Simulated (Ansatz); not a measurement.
# TaN: the cost of one run

Computed with Ansatz 0.2.0 (DFT PBE with spin–orbit coupling, plane waves, PAW, unless a step's input says otherwise).

2 further runs of the same task are left out: 1 that didn't finish, 1 set aside as unsound or not needed. Runs told in other sessions of the task aren't counted.

### Step 1. Starting point

It takes space group Fm-3m (No. 225, cubic). Conventional cell: a = 4.417 Å, b = 4.417 Å, c = 4.417 Å, α = 90.00°, β = 90.00°, γ = 90.00°. Ta (site symmetry m-3m) has 6 N at 2.21 Å in its first shell of neighbours. N (site symmetry m-3m) has 6 Ta at 2.21 Å in its first shell of neighbours.

Coordinates:

```
CELL_PARAMETERS angstrom
0.00000 2.20840 2.20840
2.20840 0.00000 2.20840
2.20840 2.20840 0.00000
ATOMIC_POSITIONS crystal
Ta 0.50000 0.50000 0.50000
N 0.00000 0.00000 0.00000
```

An earlier run at PBE with spin–orbit coupling left this cell at 10.770 Å³/atom and 0.00 GPa (14×14×14 mesh).

The changes: atom 2 (N) moved 0.2 Å along x; strain e3 = -0.01, atoms carried along.

### Step 2. Atom 2 (N) moved 0.2 Å along x

Input file input.yaml:

```yaml
crystal:
  lattice:
    - [0.0, 2.2084007853, 2.2084007853]
    - [2.2084007853, 0.0, 2.2084007853]
    - [2.2084007853, 2.2084007853, 0.0]
  atoms:
    - { symbol: Ta, position: [0.5, 0.5, 0.5], spin: 0.05, spin_axis: [0.0, 0.0, 1.0] }
    - { symbol: "N", position: [-0.0452816358, 0.0452816358, 0.0452816358] }
basis:
  ecutwfc: 420
  ecutrho_ratio: 4
kpoints:
  mp_grid: { grid: [14, 14, 14] }
hamiltonian:
  xc: pbe
scf:
  occupations: { method: gaussian, width: 0.05 }
  lower_state_search: "off"
output:
  forces: true
  stress: true
  eigenvalues: true
  populations: true
  write_density: true
  write_potential: true
  elf: true
  volumetric_format: npy
magnetization:
  noncollinear: true
  spin_orbit: true
checkpoint:
  read: start.run
  write: ck
  compress: false
  write_wavefunctions: false
  write_every: 100000
```

start.run holds the converged state of the cell before the atoms were moved.

Run with:

```sh
> ansatz run input.yaml --threads 4 --pin off --max-ram 7168MiB --backend cpu --events-out ev --progress --plain --runs-dir out
```

What time and memory should one allow on 4 threads of Arm Neoverse V2, shared host?

About 41 s, with a peak of 1.1 GiB.
